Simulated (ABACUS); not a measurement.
A run of ABACUS 3.10.1:

File INPUT:

```
INPUT_PARAMETERS
suffix              W
calculation         scf
basis_type          pw
pseudo_dir          ./
latname             bcc
symmetry            1
dft_functional      GGA_XC_HCTH_407
ecutwfc             74
pseudo_rcut         10
nspin               1
nbands              17
ks_solver           dav
smearing_method     fd
smearing_sigma      0.00367493
scf_thr             1e-08
scf_nmax            100
mixing_type         broyden
mixing_beta         0.7
cal_force           1
cal_stress          1
out_chg             1
kpar                4
```

STRU

```
ATOMIC_SPECIES
W 183.8400 W.upf

LATTICE_CONSTANT
5.9803973693

ATOMIC_POSITIONS
Direct

W
0.0
1
0.0000000000 0.0000000000 0.0000000000 1 1 1
```

KPT

```
K_POINTS
0
Gamma
10 10 10 0 0 0
```

Potentials or basis: PseudoDojo NC SR 0.5 PBE standard, plane waves.

Run with:

```sh
$ OMP_NUM_THREADS=1 mpirun -np 4 abacus > log
```

Hardware: 4 MPI ranks on Intel(R) Xeon(R) Platinum 8488C (Sapphire Rapids) (shared host).

How long does it take, and how much memory?

Run time: 4.3 s on 4 MPI ranks on Intel(R) Xeon(R) Platinum 8488C (Sapphire Rapids), with other jobs on the host, peak memory 0.24 GiB a rank. Counts: scf iterations 6, k points 47, bands 17, ranks 4.
